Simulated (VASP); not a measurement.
Set up this calculation in VASP 6.6.1, as the native input.

- Task: single point
- Functional: r2SCAN
- Potentials or basis: VASP PAW PBE potentials, release 64 (Na_pv, Cl)
- Cutoff: 520 eV
- k mesh: 8 × 8 × 8
- Occupations: gaussian, width 0.01 eV
- Spin: no spin polarisation
- Dipole correction: no
- Further INCAR settings: ALGO = Normal; EDIFF = 1e-06; NBANDS = 14

Crystal: NaCl.

```
CELL_PARAMETERS angstrom
0.00000 2.89126 2.80270
2.89126 0.00000 2.80270
2.89126 2.89126 0.00000
ATOMIC_POSITIONS crystal
Na 0.00000 0.00000 0.00000
Cl 0.50000 0.50000 0.50000
```

The cell was built by a generator and needn't be a form met in nature.

The cell isn't the ideal one: biaxial_xy strain +3.2%.

One way to write it, as run:

POSCAR

```
NaCl
1.0
    0.0000000000      2.8912641134      2.8026988303
    2.8912641134      0.0000000000      2.8026988303
    2.8912641134      2.8912641134      0.0000000000
Na Cl
1 1
Direct
    0.0000000000      0.0000000000      0.0000000000
    0.5000000000      0.5000000000      0.5000000000
```

INCAR.step1

```
SYSTEM = NaCl
PREC = Accurate
ENCUT = 520
ISMEAR = 0
SIGMA = 0.01
LREAL = .FALSE.
LASPH = .TRUE.
NELM = 60
NBANDS = 14
GGA = PE
ALGO = Normal
EDIFF = 1E-4
LWAVE = .TRUE.
LCHARG = .FALSE.
```

INCAR.step2

```
SYSTEM = NaCl
PREC = Accurate
ENCUT = 520
EDIFF = 1E-6
ISMEAR = 0
SIGMA = 0.01
LREAL = .FALSE.
LASPH = .TRUE.
NELM = 60
ALGO = Normal
ISIF = 2
LWAVE = .FALSE.
LCHARG = .FALSE.
METAGGA = R2SCAN
LMIXTAU = .TRUE.
NBANDS = 14
ISTART = 1
```

KPOINTS

```
Automatic mesh
0
G
  8 8 8
  0 0 0
```

Potentials or basis: VASP PAW PBE potentials, release 64 (Na_pv, Cl).

Run with:

```console
$ cat potpaw_PBE.64/Na_pv/POTCAR potpaw_PBE.64/Cl/POTCAR > POTCAR
$ cp INCAR.step1 INCAR
$ mpirun -np 1 vasp_std > vasp.out
$ cp INCAR.step2 INCAR
$ mpirun -np 1 vasp_std > vasp.out
```

It gave:

```
Pressure               : -1.6 GPa
Band gap on the k mesh : 5.74 eV, direct
```

Caveat: the PAW data sets were made with another functional, which shifts forces and pressure a little.

Run time: 83 s on 1 thread of AMD EPYC 9R45 96-Core Processor (Zen 5), on a shared host, peak memory 0.15 GiB.
